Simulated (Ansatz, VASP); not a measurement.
Ni in VASP and in Ansatz

```
CELL_PARAMETERS angstrom
-1.35708 1.35708 1.35708
1.35708 -1.35708 1.35708
1.35708 1.35708 -1.35708
ATOMIC_POSITIONS crystal
Ni 0.00000 0.00000 0.00000
```

Alike in both runs: task single point; functional PBEsol; k mesh 18 × 18 × 18; occupations fermi-dirac, width 0.1 eV; no spin polarisation.

```csv
,VASP,Ansatz
version,VASP 6.6.1,Ansatz 0.2.0
potentials or method,"VASP PAW PBE potentials, release 64 (Ni)","plane waves (420 eV) with PAW, scalar-relativistic"
plane-wave cutoff (eV),520,420
valence electrons in the cell,10,18
```

```csv
,VASP,Ansatz,Ansatz less VASP
pressure (GPa),10.0,10.2,+0.13
```

The functional is the same, so the differences come from potentials, cutoffs and numerics. The two sets of potentials don't hold the same shells in valence. Ansatz warned: «pseudo_functional_mismatch».

Caveats: the PAW data sets were made with another functional, which shifts forces and pressure a little (VASP); the run has no spin polarisation, though such a crystal can be magnetic. Spin polarisation is off, so any magnetic state and its effect on volume and gap are missing.
